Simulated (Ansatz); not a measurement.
**MoS2: relaxing cell and atoms**

The start is MoS2, a crystal from a database, its volume scaled a little. Where does it settle when we relax cell and atoms, and what is it like there?

Computed, not measured: Ansatz 0.2.0, DFT, r2SCAN, no spin polarisation, plane waves, PAW.

## 1. The cell

It takes space group R3m (No. 160, trigonal). Conventional cell: a = 3.149 Å, b = 3.149 Å, c = 18.386 Å, α = 90.00°, β = 90.00°, γ = 120.00°. Mo (site symmetry 3m) has 6 S at 2.38 Å as nearest neighbours. Around S (site symmetry 3m) lie 3 Mo at 2.38 Å.

Its coordinates follow in the input file.

It starts from an earlier solution of the starting cell (checkpoint.read).

## 2. The walk to rest

input.yaml

```yaml
crystal:
  lattice:
    - [1.57453337, 0.90905385, 6.12872165]
    - [-1.57453337, 0.90905385, 6.12872165]
    - [0.0, -1.81811767, 6.12872165]
  atoms:
    - { symbol: Mo, position: [0.0, 0.0, 0.0] }
    - { symbol: S, position: [0.25, 0.25, 0.25] }
    - { symbol: S, position: [0.417, 0.417, 0.417] }
  symmetry: { tolerance: 0.0003 }
kpoints:
  mp_grid: { grid: [8, 8, 8], shift: [0, 0, 0] }
magnetization:
  spin_polarized: false
scf:
  occupations: { method: fermi_dirac, width: 0.0368 }
  lower_state_search: "off"
hamiltonian:
  pseudopotentials: { kind: paw }
  xc: r2scan
basis:
  ecutwfc: 500
  fft_grid_basis: typed
relax:
  max_steps: 60
  cell: { p_target: 0.0 }
  f_tol: 0.03
output:
  forces: true
  stress: true
  eigenvalues: true
  bader: true
  populations: true
  elf: true
  write_potential: true
  volumetric_format: npy
  dos:
    e_range: [-12, 8]
    de: 0.05
    projected: { site_lists: { Mo: [Mo], S: [S] } }
  write_density: true
checkpoint:
  read: saved_state
```

Run with:

```sh
> ansatz run input.yaml --threads 2 --pin off --max-ram 3584MiB --backend cpu --events-out ev --progress --plain --runs-dir out
```

The log of the run (excerpt; [...] marks lines left out):

```text
Warning: crystal.lattice misses the space group found at crystal.symmetry.tolerance 3.0e-4 in a digit that the deck types, which is why this is a warning: making the lattice exact moves one of its numbers by a whole unit of that number's last typed decimal, or more. The operation that it [...]
Warning: RAYON_NUM_THREADS=2 ignored (pool sized by the plan → 2); use --threads N
[...]
Pseudopotentials: kind: paw
Pseudopotential: Mo, paw, valence charge 14, recommended cutoff 500 eV (meta_gga), Mo.paw.azcp
Pseudopotential: S, paw, valence charge 6, recommended cutoff 500 eV (meta_gga), S.paw.azcp
Functional definition: r2SCAN
[...]
Crystal: 3 atoms, lattice volume = 52.634 Å³
Basis set: ecut = 500 eV, 1343 PW (Γ), exchange–correlation on 192×192×192 points (64 copies of the dense FFT grid, shifted against one another)
Bands: 17, of which v1, the nominal top of the filled ones, is band 13 counted from 1 (12 counted from 0)
Symmetry: 6 space group operations
Space group: R3m (ITA 160), of the structure as read, at distance tolerance 1.1e-3 Å
k-points: 65 of 512 (time reversal used)
[...]
SCF iter   1: F=-6782.114222 eV  HF=-6782.107654 eV  |F-HF|=6.57e-3  |Δ(HF+E_count)|=         —  Δρ=1.22e-3  dr2=4.19e-4  dr2_τ=1.65e-3  ethr=7.71e-7  ⟨swp⟩=3.0  Hψ=9928  notcnv=0
[...]
relax step   1: F+E_penalty+E_count = -6782.11464033 eV  Δ(F+E_penalty+E_count) = +0.000e0 eV  max|allowed force component| = 5.476e-1 eV/Å  Δτ_max = 0.0000 Å  P = +5.971 GPa  Ω = 52.634 Å³  (6 SCF iters, dr2 threshold 1.00e-7 eV, accepted)
[...]
relax step   2: F+E_penalty+E_count = -6782.14093935 eV  Δ(F+E_penalty+E_count) = -2.630e-2 eV  max|allowed force component| = 2.509e-1 eV/Å  Δτ_max = 0.0745 Å  P = -0.991 GPa  Ω = 57.673 Å³  energy of the carried Pulay correction = -1.167e-3 eV  (9 SCF iters, dr2 threshold 3.00e-7 eV, accepted)
[...]
relax step   3: F+E_penalty+E_count = -6782.15836212 eV  Δ(F+E_penalty+E_count) = -1.742e-2 eV  max|allowed force component| = 4.417e-2 eV/Å  Δτ_max = 0.0164 Å  P = -0.005 GPa  Ω = 56.589 Å³  energy of the carried Pulay correction = -9.253e-4 eV  (8 SCF iters, dr2 threshold 3.00e-7 eV, accepted)
[...]
SCF iter   2: F=-6782.158214 eV  HF=-6782.159198 eV  |F-HF|=9.83e-4  |Δ(HF+E_count)|=   8.98e-4  Δρ=8.05e-4  dr2=1.07e-3  dr2_τ=6.54e-5  ethr=1.38e-6  ⟨swp⟩=2.0  Hψ=2088  notcnv=0  recentre
```

## 3. The log goes on

The log, continued:

```text
SCF iter   3: F=-6782.159012 eV  HF=-6782.159045 eV  |F-HF|=3.35e-5  |Δ(HF+E_count)|=   1.52e-4  Δρ=3.22e-4  dr2=7.05e-5  dr2_τ=2.15e-6  ethr=1.38e-6  ⟨swp⟩=2.0  Hψ=1811  notcnv=0
SCF iter   4: F=-6782.158999 eV  HF=-6782.158998 eV  |F-HF|=8.82e-7  |Δ(HF+E_count)|=   4.70e-5  Δρ=1.16e-4  dr2=4.27e-6  dr2_τ=8.86e-7  ethr=2.71e-7  ⟨swp⟩=2.2  Hψ=1354  notcnv=0
SCF iter   5: F=-6782.159001 eV  HF=-6782.159001 eV  |F-HF|=9.01e-9  |Δ(HF+E_count)|=   2.41e-6  Δρ=2.36e-5  dr2=1.86e-7  dr2_τ=1.26e-8  ethr=1.15e-9  ⟨swp⟩=9.0  Hψ=8992  notcnv=0
SCF 4 converged in 5 iterations: F = -6782.159001 eV  dr2 = 1.86e-7
relax step   4: F+E_penalty+E_count = -6782.15900072 eV  Δ(F+E_penalty+E_count) = -6.386e-4 eV  max|allowed force component| = 2.528e-3 eV/Å  Δτ_max = 0.0039 Å  P = +0.076 GPa  Ω = 56.685 Å³  energy of the carried Pulay correction = -9.469e-4 eV  (5 SCF iters, dr2 threshold 3.00e-7 eV, accepted)
Crystal: 3 atoms, lattice volume = 56.893 Å³
iter 1 solved again at ethr=4.86e-7 eV; its pass at ethr=3.10e-3 eV (dr2=1.26e-4 eV) is discarded
SCF iter   1: F=-6782.159061 eV  HF=-6782.158426 eV  |F-HF|=6.35e-4  |Δ(HF+E_count)|=         —  Δρ=4.92e-4  dr2=1.15e-4  dr2_τ=5.92e-4  ethr=4.86e-7  ⟨swp⟩=3.5  Hψ=8094  notcnv=0
preconditioner: auto → none  [insulator: Δε(μ)=1.319 eV  Ē_g=8.514 eV  σ=0.037 eV  W_gap=1.00  n_scr=16 (ndim 8)  ℏωp=20.9 eV  f_vac=0.044  D(μ)=0.00/eV (n_scr^D=0)  ε∞_Penn≈7.0]
SCF iter   2: F=-6782.159118 eV  HF=-6782.159134 eV  |F-HF|=1.53e-5  |Δ(HF+E_count)|=   7.08e-4  Δρ=2.86e-4  dr2=3.90e-5  dr2_τ=5.58e-6  ethr=4.44e-7  ⟨swp⟩=2.0  Hψ=2210  notcnv=0
SCF iter   3: F=-6782.159030 eV  HF=-6782.159099 eV  |F-HF|=6.95e-5  |Δ(HF+E_count)|=   3.46e-5  Δρ=2.51e-4  dr2=8.57e-5  dr2_τ=4.65e-6  ethr=1.50e-7  ⟨swp⟩=2.8  Hψ=2005  notcnv=0
SCF iter   4: F=-6782.159087 eV  HF=-6782.159090 eV  |F-HF|=3.46e-6  |Δ(HF+E_count)|=   8.75e-6  Δρ=9.98e-5  dr2=6.23e-6  dr2_τ=5.04e-7  ethr=1.50e-7  ⟨swp⟩=2.0  Hψ=1505  notcnv=0
SCF iter   5: F=-6782.159091 eV  HF=-6782.159091 eV  |F-HF|=5.35e-8  |Δ(HF+E_count)|=   4.58e-7  Δρ=2.21e-5  dr2=1.53e-7  dr2_τ=1.38e-8  ethr=2.40e-8  ⟨swp⟩=2.7  Hψ=1589  notcnv=0
SCF iter   6: F=-6782.159091 eV  HF=-6782.159091 eV  |F-HF|=3.91e-8  |Δ(HF+E_count)|=   1.20e-7  Δρ=5.83e-6  dr2=4.76e-8  dr2_τ=2.82e-9  ethr=2.23e-10  ⟨swp⟩=10.0  Hψ=7893  notcnv=0
SCF 5 converged in 6 iterations: F = -6782.159091 eV  dr2 = 4.76e-8
relax step   5: F+E_penalty+E_count = -6782.15909095 eV  Δ(F+E_penalty+E_count) = -9.023e-5 eV  max|allowed force component| = 4.586e-3 eV/Å  Δτ_max = 0.0053 Å  P = +0.038 GPa  Ω = 56.893 Å³  energy of the carried Pulay correction = -9.937e-4 eV  (6 SCF iters, dr2 threshold 5.80e-8 eV, accepted)
Crystal: 3 atoms, lattice volume = 57.071 Å³
iter 1 solved again at ethr=3.16e-7 eV; its pass at ethr=3.10e-3 eV (dr2=8.23e-5 eV) is discarded
SCF iter   1: F=-6782.159092 eV  HF=-6782.158699 eV  |F-HF|=3.93e-4  |Δ(HF+E_count)|=         —  Δρ=3.84e-4  dr2=7.17e-5  dr2_τ=3.65e-4  ethr=3.16e-7  ⟨swp⟩=3.5  Hψ=7939  notcnv=0
preconditioner: auto → none  [insulator: Δε(μ)=1.329 eV  Ē_g=8.513 eV  σ=0.037 eV  W_gap=1.00  n_scr=16 (ndim 8)  ℏωp=20.9 eV  f_vac=0.047  D(μ)=0.00/eV (n_scr^D=0)  ε∞_Penn≈7.0]
SCF iter   2: F=-6782.159142 eV  HF=-6782.159137 eV  |F-HF|=4.20e-6  |Δ(HF+E_count)|=   4.38e-4  Δρ=2.01e-4  dr2=1.07e-5  dr2_τ=1.48e-6  ethr=2.76e-7  ⟨swp⟩=2.0  Hψ=2210  notcnv=0
SCF iter   3: F=-6782.159141 eV  HF=-6782.159140 eV  |F-HF|=3.46e-7  |Δ(HF+E_count)|=   2.77e-6  Δρ=9.02e-5  dr2=2.76e-6  dr2_τ=2.78e-7  ethr=4.10e-8  ⟨swp⟩=2.8  Hψ=2130  notcnv=0
SCF iter   4: F=-6782.159080 eV  HF=-6782.159091 eV  |F-HF|=1.12e-5  |Δ(HF+E_count)|=   4.92e-5  Δρ=7.49e-5  dr2=1.21e-5  dr2_τ=4.26e-7  ethr=1.06e-8  ⟨swp⟩=2.0  Hψ=1828  notcnv=0  recentre
SCF iter   5: F=-6782.159089 eV  HF=-6782.159089 eV  |F-HF|=9.70e-8  |Δ(HF+E_count)|=   2.00e-6  Δρ=1.39e-5  dr2=1.45e-7  dr2_τ=1.13e-8  ethr=1.06e-8  ⟨swp⟩=2.0  Hψ=1566  notcnv=0
SCF iter   6: F=-6782.159089 eV  HF=-6782.159089 eV  |F-HF|=6.37e-8  |Δ(HF+E_count)|=   1.08e-8  Δρ=8.64e-6  dr2=8.17e-8  dr2_τ=4.12e-9  ethr=5.58e-10  ⟨swp⟩=2.0  Hψ=1546  notcnv=0
SCF iter   7: F=-6782.159089 eV  HF=-6782.159089 eV  |F-HF|=3.53e-9  |Δ(HF+E_count)|=   9.56e-9  Δρ=3.76e-6  dr2=8.64e-9  dr2_τ=6.01e-10  ethr=3.14e-10  ⟨swp⟩=1.2  Hψ=1116  notcnv=0
SCF iter   8: F=-6782.159089 eV  HF=-6782.159089 eV  |F-HF|=1.86e-10  |Δ(HF+E_count)|=  8.80e-10  Δρ=1.17e-6  dr2=5.12e-10  dr2_τ=5.22e-11  ethr=3.32e-11  ⟨swp⟩=2.5  Hψ=1516  notcnv=0
SCF iter   9: F=-6782.159089 eV  HF=-6782.159089 eV  |F-HF|=1.00e-11  |Δ(HF+E_count)|=  3.50e-10  Δρ=3.04e-7  dr2=4.17e-11  dr2_τ=3.65e-12  ethr=1.97e-12  ⟨swp⟩=2.2  Hψ=1668  notcnv=0
SCF iter  10: F=-6782.159089 eV  HF=-6782.159089 eV  |F-HF|=0.00e0  |Δ(HF+E_count)|=  2.73e-11  Δρ=5.22e-8  dr2=1.19e-12  dr2_τ=1.45e-13  ethr=1.00e-12  ⟨swp⟩=6.1  Hψ=5204  notcnv=0
SCF 6 converged in 10 iterations: F = -6782.159089 eV  dr2 = 1.19e-12
relax step   6: F+E_penalty+E_count = -6782.15908900 eV  Δ(F+E_penalty+E_count) = +1.954e-6 eV  max|allowed force component| = 1.723e-3 eV/Å  Δτ_max = 0.0044 Å  P = +0.005 GPa  Ω = 57.071 Å³  energy of the carried Pulay correction = -1.034e-3 eV  (10 SCF iters, accepted)
Basis set: ecut = 500 eV, 1427 PW (Γ), exchange–correlation on 200×200×200 points (64 copies of the dense FFT grid, shifted against one another)
Initial wavefunctions: pseudopotential atomic-orbital guess (no wavefunctions were taken with the density)
iter 1 solved again at ethr=3.18e-7 eV; its pass at ethr=3.10e-3 eV (dr2=8.26e-5 eV) is discarded
SCF iter   1: F=-6782.160178 eV  HF=-6782.160017 eV  |F-HF|=1.61e-4  |Δ(HF+E_count)|=         —  Δρ=2.49e-4  dr2=2.11e-6  dr2_τ=1.62e-5  ethr=3.18e-7  ⟨swp⟩=3.7  Hψ=10261  notcnv=0
preconditioner: auto → none  [insulator: Δε(μ)=1.332 eV  Ē_g=8.515 eV  σ=0.037 eV  W_gap=1.00  n_scr=16 (ndim 8)  ℏωp=20.9 eV  f_vac=0.047  D(μ)=0.00/eV (n_scr^D=0)  ε∞_Penn≈7.0]
SCF iter   2: F=-6782.160166 eV  HF=-6782.160140 eV  |F-HF|=2.58e-5  |Δ(HF+E_count)|=   1.23e-4  Δρ=1.23e-4  dr2=4.86e-7  dr2_τ=2.92e-6  ethr=8.11e-9  ⟨swp⟩=2.2  Hψ=1864  notcnv=0
SCF iter   3: F=-6782.160166 eV  HF=-6782.160166 eV  |F-HF|=9.32e-9  |Δ(HF+E_count)|=   2.59e-5  Δρ=8.73e-6  dr2=7.76e-8  dr2_τ=9.99e-9  ethr=1.87e-9  ⟨swp⟩=2.0  Hψ=1847  notcnv=0
SCF iter   4: F=-6782.160166 eV  HF=-6782.160166 eV  |F-HF|=9.46e-8  |Δ(HF+E_count)|=   5.13e-8  Δρ=8.88e-6  dr2=1.18e-7  dr2_τ=7.50e-9  ethr=2.99e-10  ⟨swp⟩=2.0  Hψ=1555  notcnv=0
SCF iter   5: F=-6782.160166 eV  HF=-6782.160166 eV  |F-HF|=1.25e-8  |Δ(HF+E_count)|=   3.83e-9  Δρ=3.51e-6  dr2=1.72e-8  dr2_τ=6.62e-10  ethr=2.99e-10  ⟨swp⟩=1.2  Hψ=1115  notcnv=0
SCF iter   6: F=-6782.160166 eV  HF=-6782.160166 eV  |F-HF|=1.49e-9  |Δ(HF+E_count)|=  7.24e-10  Δρ=1.25e-6  dr2=1.92e-9  dr2_τ=8.36e-11  ethr=6.63e-11  ⟨swp⟩=2.1  Hψ=1214  notcnv=0
SCF iter   7: F=-6782.160166 eV  HF=-6782.160166 eV  |F-HF|=1.37e-10  |Δ(HF+E_count)|=  1.77e-10  Δρ=4.90e-7  dr2=3.88e-11  dr2_τ=2.46e-11  ethr=7.37e-12  ⟨swp⟩=2.1  Hψ=1470  notcnv=0
SCF iter   8: F=-6782.160166 eV  HF=-6782.160166 eV  |F-HF|=5.46e-12  |Δ(HF+E_count)|=  1.43e-10  Δρ=1.05e-7  dr2=2.35e-12  dr2_τ=1.31e-12  ethr=1.00e-12  ⟨swp⟩=6.8  Hψ=5520  notcnv=0
SCF 7 converged in 8 iterations: F = -6782.160166 eV  dr2 = 2.35e-12
relax step   7: F+E_penalty+E_count = -6782.16016634 eV  Δ(F+E_penalty+E_count) = -1.077e-3 eV  max|allowed force component| = 1.758e-3 eV/Å  Δτ_max = 0.0000 Å  P = +0.008 GPa  Ω = 57.071 Å³  stress off target by 1.26e-2 GPa  SCF on the basis re-selected at this cell (its energy is not comparable with the rows above)  (8 SCF iters)
basis re-selected at this cell: Δ(F+E_penalty+E_count) = -1.077e-3 eV, ΔP = +0.003 GPa vs the last step (what re-selecting the basis moved, of the pressure what is left beyond the Pulay correction that the steps carried, after the strain that the cell walked since its last selection, with what the two solves' SCF thresholds leave and, on support functions, any second-order correction that the steps lacked; it is no measure of the basis error at this ecutwfc). The dense FFT grid was sized anew with the basis: this SCF ran on 50×50×50 points, the steps before it on 48×48×48, so part of this shift can come from that change (see relax.cell in the input reference). This SCF's stress stands 1.26e-2 GPa from its target on what of the cell is left free (relax.cell.stress_tol is 5.00e-2 GPa) and its largest allowed force component is 1.76e-3 eV/Å (relax.f_tol is 3.00e-2 eV/Å): within both
SCF converged after 8 iterations
Free energy (F): -6782.160166 eV
Harris-Foulkes:  -6782.160166 eV  (|F-HF|=5.46e-12)
Internal energy: -6782.160166 eV  (E = F + TS)
E sigma→0 (E₀):  -6782.160166 eV
Fermi energy:    10.268369 eV
--- Per-component energies (eV) ---
  E_band       = -201.335014
  E_kinetic    = 654.190927
  E_local      = -2212.828640  (includes V_loc(G=0)·N_el)
  E_nonlocal   = 198.408059
  E_hartree    = 866.462892
  E_xc         = -362.386562
  E_vxc        = -445.706904  (∫ρ·V_xc dr)
  E_paw        = -4435.803994  (= ΣΔE_a)
  E_vpaw       = -154.106797  (= ΣTr[D̂ρ^β])
  E_aug_tail   = 0.000009  (compensation charges beyond the density's cutoff)
  E_vtau       = 25.782489  (kinetic-family band-sum trace: ∫τ·v_τ [+ j·A + Jᵃ·Aᵃ] dr)
  E_ewald      = -1489.762121
  E_core_change = -0.440737  (= ΣΔE_core)
  E_smearing   = -0.000000  (= −TS)
  E_closure    = 0.000000  (closes the sum)
  Σ components = -6782.160166   (vs F -6782.160166, Δ=0.00e0)
--- Forces (eV/Å), atoms counted from 1 ---
  atom   1  Mo     0.00000000     0.00000000    -0.00093399
  atom   2  S      0.00000000    -0.00000000     0.00175766
  atom   3  S      0.00000000     0.00000000    -0.00082381
  max |Σ_I F_I| component: 1.34e-7 eV/Å
--- Stress (GPa, compression-positive) ---
        0.012611       0.000000      -0.000000
        0.000000       0.012611       0.000000
       -0.000000       0.000000      -0.001567
  P = ⅓ Tr σ = 0.0079 GPa (0.079 kbar)
--- Band table (eV; the first three rows and the last of 65) ---
  k-point 0: bands = ["-53.7414", "-27.1367", "-26.9288", "-26.9288", "-5.7664", "-4.1833", "2.8986", "6.2834", "6.2834", "7.4252", "7.4252", "8.1244", "8.7666", "12.0014", "12.0014", "12.3190", "12.3190"]
  k-point 1: bands = ["-53.7354", "-27.1247", "-26.9881", "-26.9422", "-5.5278", "-4.1022", "3.1684", "5.8074", "6.5275", "6.6068", "7.0733", "8.3972", "8.7606", "11.6866", "11.9301", "12.0722", "12.3827"]
  k-point 2: bands = ["-53.7210", "-27.1290", "-27.0957", "-26.9745", "-4.8982", "-3.8897", "3.6333", "5.0289", "5.4947", "6.4067", "7.1411", "8.0055", "8.3176", "11.2036", "11.6438", "12.4884", "13.0338"]
  k-point 64: bands = ["-53.7414", "-27.1367", "-26.9288", "-26.9288", "-5.6359", "-4.4083", "3.5567", "6.2762", "6.2762", "6.4955", "7.4391", "7.4391", "9.6688", "12.0489", "12.0489", "12.2521", "12.2521"]
--- Relaxed structure (6 steps of the walk, 6 accepted, 1 SCFs on fresh bases) ---
  F+E_penalty+E_count = -6782.16016634 eV   max|allowed force component| = 1.758e-3 eV/Å   (the final SCF, on the basis selected at the relaxed cell)
  cell:  # Å, volume = 57.0708 Å³
    - [1.5924965645265703, 0.9194265588844874, 6.496304074384717]
    - [-1.5924965645265703, 0.9194265588844874, 6.496304074384717]
    - [-1.535235744798263e-18, -1.8388584017543204, 6.496303326537033]
  atoms:
    - { symbol: Mo, position: [0.0001069240130455685, 0.0001069240130455685, 0.00010692401304556843] }
    - { symbol: S, position: [0.25379298598526834, 0.25379298598526834, 0.25379298598526834] }
    - { symbol: S, position: [0.4131000900016862, 0.4131000900016862, 0.4131000900016862] }
--- Löwdin populations: 3 sites ---
  site symbol       q [e]
     0     Mo     13.6324
     1      S      6.0821
     2      S      6.0838
  spilling = 0.007756 (of n_electrons = 26.000000)
--- Bader charges: 3 sites ---
  site symbol  charge [e]  shift [e]
     0     Mo      1.3194     0.0017
     1      S     -0.6592     0.0008
     2      S     -0.6602     0.0008
  estimated error of the sums over rays = 7.7e-4 e
```

Wall time 71 s (2 threads of Arm Neoverse V2, shared host); peak memory 1 GiB.

Step by step:

```tsv
step	energy from step 1 (eV/cell)	largest force component (eV/Å)	pressure (GPa)	volume (Å³)
1	0.0000	0.5476	5.97	52.63
2	-0.0263	0.2509	-0.99	57.67
3	-0.0437	0.0442	-0.01	56.59
4	-0.0444	0.0025	0.08	56.68
5	-0.0445	0.0046	0.04	56.89
6	-0.0444	0.0017	0.01	57.07
7	-0.0455	0.0018	0.01	57.07
```

Step 1 is the start. Step 7 repeats the geometry before on a plane-wave basis chosen anew for that cell, so the energy can jump there without any move; the table keeps such jumps.

| input's cell | before | after | change |
| --- | --- | --- | --- |
| a (Å) | 6.393 | 6.752 | +5.6 % |
| b (Å) | 6.393 | 6.752 | +5.6 % |
| c (Å) | 6.393 | 6.752 | +5.6 % |
| α (°) | 28.52 | 27.29 | -1.23° |
| β (°) | 28.52 | 27.29 | -1.23° |
| γ (°) | 28.52 | 27.29 | -1.23° |
| volume (Å³/atom) | 17.54 | 19.02 | +8.4 % |

The largest move, 0.08 Å, apart from the change of the cell, is shared by several atoms, S3 among them.

## 4. Density of states

Counts of states in windows (eV from the Fermi level; tetrahedra), total and projected:

```tsv
from	to	total	Mo d	S p
-8.0	-7.0	0.13	0.03	0.09
-7.0	-6.0	2.65	0.82	1.65
-6.0	-5.0	2.24	0.60	1.40
-5.0	-4.0	2.65	0.89	1.62
-4.0	-3.0	2.57	0.81	1.65
-3.0	-2.0	1.84	0.30	1.46
-2.0	-1.0	1.87	1.23	0.55
-1.0	0.0	0.05	0.03	0.02
0.0	1.0	0.46	0.30	0.13
```

On the mesh the valence top lies at -0.60 eV and the conduction bottom at 0.73 eV on this scale. The bands computed are complete only to about 2.0 eV above the Fermi level.

## 5. Charges

By element, from the tables in the log (a charge is positive for electrons lost): Löwdin charges also hold the electrons that the projection spills.

```tsv
element	atoms	Bader charge (e)	Bader volume (Å³)	Löwdin charge (e)
Mo	1	+1.32	12.4	+0.37
S	2	-0.66	22.3	-0.08
```

The Löwdin projection spills 0.8 % of the electrons and depends on the orbitals chosen; where it disagrees with Bader's partition, neither is an observable.

## 6. Fields in real space

Maps in the plane spanned by a and c at height 0.000 along b (axes of the input's cell), one cell: a runs left to right (20 points from zero), c bottom to top (20 points), 27° apart. Inside the augmentation spheres the fields are the smooth ones.

Valence density. Ten steps from '0' (0.01 e/Å³) to '9' (6.41 e/Å³), finer at the low end (step k begins (100^(k/10) - 1)/99 of the way up):
```
99974321100000122358
89996432210000011235
57998533221000000123
34788743332100000012
33457754333210000012
23445554333321000001
23444444333332100000
12345443333333210000
01345544333333321000
01235555433333332100
00124555543333333210
00013455554333333221
10001345555434443321
11000134555444554332
21100013455544577543
32110001345554578864
53211000123444458997
85321100012334447999
98532110001123334799
99853211000012233589
```

ELF. Ten even steps from '0' (0.01) to '9' (0.90):
```
73772111000001222238
77685122100000001113
37887313321000000012
22578622443200000012
44236631455431000002
46632332256653100002
47875221136665310001
47888732124666530000
16899985223566642000
03899998633346653100
00489988863223554200
00059998886211244310
00006999888521212321
00000699989832332121
11000069999972366311
11100006999985268752
21110000589987337887
73111000048888625867
78311100003677642773
27721100000144442377
```

Atoms within 0.2 Å of the plane, in fractions of a and c: Mo at (0.00, 0.00).

Along short contacts, where the density is least:

```tsv
contact	length (Å)	minimum at (fraction)	density (e/Å³)	ELF
Mo1–S2	2.406	0.50	0.615	0.47
```

```
fraction  Mo1–S2
     0.2    5.21
     0.3    2.42
     0.4   0.855
     0.5   0.615
     0.6   0.797
     0.7    1.13
     0.8     1.1
```

(Smooth valence density in e/Å³ at fractions of each contact.)

## 7. Outcome

| quantity | value |
| --- | --- |
| moves | 5 |
| energy gained | 14.8 meV/atom |
| largest move | 0.08 Å (S) |
| space group (0.01 Å), before / after | R3m / R3m |
| cell | a = 6.752 Å, b = 6.752 Å, c = 6.752 Å, α = 27.29°, β = 27.29°, γ = 27.29° |
| volume | 19.02 Å³/atom (+8.4 %) |
| pressure at the end | 0.01 GPa |
| formation energy (elements from separate runs) | -0.98 eV/atom |
| gap (mesh) | 1.33 eV, indirect |
| least direct gap | 2.08 eV |
| Bader charges | Mo +1.32, S -0.66 e |

**Reading.** The volume grew by 8.4 %, and the largest move of an atom is 0.08 Å apart from the change of the cell; the energy fell by 14.8 meV per atom. The run held to 6 symmetry operations, so a lower structure without them is not ruled out. By a distance rule the end structure falls into sheets, and the functional has no dispersion term: where only weak forces hold such sheets, the spacing at the end is too wide to trust. The levels show a gap of 1.33 eV, with the least direct gap at 2.08 eV; within 0.7 eV of the edges the states project mainly on Mo d (59 %) and S p (36 %) below and Mo d (65 %) and S p (30 %) above. Gaps from semilocal functionals tend to lie below the measured ones. Set against separate runs on the elements (Mo bcc, alpha-S8 (Fddd)), it forms at -0.98 eV per atom, so it holds against falling apart into elements. Mo loses most charge (+1.32 e on average) and S gains most (-0.66 e).
